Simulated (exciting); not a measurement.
The Si K edge of atom 1 in SiC (Moissanite 3C), space group F-43m, with 4 C at 1.89 Å (tetrahedral, site symmetry -43m), was computed at 2 levels: exchange and screened direct term (singlet BSE) and independent particles. Common settings: exciting, all-electron LAPW+lo, PBE, 6×6×6 shifted k points, 11 conduction bands, |G+q| up to 3 bohr⁻¹, full RPA screening with nempty = 29, Lorentzian half width 0.45 eV.

Energy from the Kohn–Sham onset, core level to the lowest empty state found on the meshes used; all runs on one relative scale:

| E (eV) | run 1 | run 2 |
| --- | --- | --- |
| -2.5 | 0.02 | 0.05 |
| -2.0 | 0.02 | 0.07 |
| -1.5 | 0.03 | 0.09 |
| -1.0 | 0.03 | 0.12 |
| -0.5 | 0.04 | 0.20 |
| 0.0 | 0.05 | 0.39 |
| 0.5 | 0.08 | 0.55 |
| 1.0 | 0.11 | 0.74 |
| 1.5 | 0.15 | 0.94 |
| 2.0 | 0.20 | 1.09 |
| 2.5 | 0.25 | 1.26 |
| 3.0 | 0.31 | 1.41 |
| 3.5 | 0.37 | 1.62 |
| 4.0 | 0.46 | 1.73 |
| 4.5 | 0.53 | 1.96 |
| 5.0 | 0.60 | 2.16 |
| 5.5 | 0.79 | 1.63 |
| 6.0 | 1.18 | 1.18 |
| 6.5 | 1.38 | 1.00 |
| 7.0 | 1.35 | 0.90 |
| 7.5 | 1.29 | 0.81 |
| 8.0 | 1.18 | 0.76 |
| 8.5 | 1.12 | 0.70 |
| 9.0 | 1.06 | 0.62 |
| 9.5 | 0.96 | 0.57 |
| 10.0 | 0.82 | 0.57 |
| 10.5 | 0.72 | 0.66 |
| 11.0 | 0.73 | 0.77 |
| 11.5 | 0.96 | 0.64 |
| 12.0 | 1.16 | 0.46 |
| 12.5 | 0.99 | 0.35 |
| 13.0 | 0.65 | 0.33 |
| 13.5 | 0.50 | 0.36 |
| 14.0 | 0.50 | 0.42 |
| 14.5 | 0.51 | 0.41 |
| 15.0 | 0.47 | 0.43 |
| 15.5 | 0.43 | 0.45 |
| 16.0 | 0.38 | 0.49 |
| 16.5 | 0.31 | 0.63 |
| 17.0 | 0.29 | 0.89 |
| 17.5 | 0.30 | 1.35 |
| 18.0 | 0.38 | 1.64 |
| 18.5 | 0.49 | 1.46 |
| 19.0 | 0.75 | 0.94 |
| 19.5 | 1.26 | 0.64 |

**Question.** Which run is which, and why?

Run 1: independent particles; highest local maximum in the window at 6.6 eV. Run 2: exchange and screened direct term (singlet BSE); highest local maximum in the window at 4.9 eV. The attractive direct term pulls weight down: the curves pass 0.33 at 3.1 and -0.1 eV in the order of the runs. Fine structure above the first lines is partly noise of the 216-point mesh.

[Hosts, paths, dates, database ids (printed as entryN), source tags and the programs' standing remarks are cut or masked in the printed files.]
